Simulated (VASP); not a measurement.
A run of VASP 6.6.1:

Contents of INCAR:

```
PREC = Accurate ; ENCUT = 600
EDIFF = 1E-6 ; ISMEAR = -1
SIGMA = 0.05 ; LREAL = F
LASPH = T ; NELM = 80
ALGO = Normal ; ISIF = 3
LWAVE = F ; LCHARG = F
GGA = RE ; IBRION = 2
NSW = 60 ; EDIFFG = -0.01
```

Contents of KPOINTS:

```
Automatic mesh
0
Gamma
  10 10 5
```

The input POSCAR:

```
GaN
1.0
    3.1800000000      0.0000000000      0.0000000000
   -1.5900000000      2.7539607840      0.0000000000
    0.0000000000      0.0000000000      5.1660000000
Ga N
2 2
Direct
    0.6666666667      0.3333333333      0.5000000000
    0.3333333333      0.6666666667      0.0000000000
    0.6666666667      0.3333333333      0.8750000000
    0.3333333333      0.6666666667      0.3750000000
```

Potentials or basis: VASP PAW PBE potentials, release 64 (Ga_d, N).

Command:

```sh
$ cat potpaw_PBE.64/Ga_d/POTCAR potpaw_PBE.64/N/POTCAR > POTCAR
$ mpirun -np 1 vasp_std > vasp.out
```

Hardware: 1 thread of AMD EPYC 9R45 (Zen 5), with other jobs on the host.

Estimate the wall time of this run.

Wall time 2.5 min on 1 thread of AMD EPYC 9R45 (Zen 5), on a shared host, peak memory 0.17 GiB. Counts: scf iterations 61, k points 42, ion steps 8.
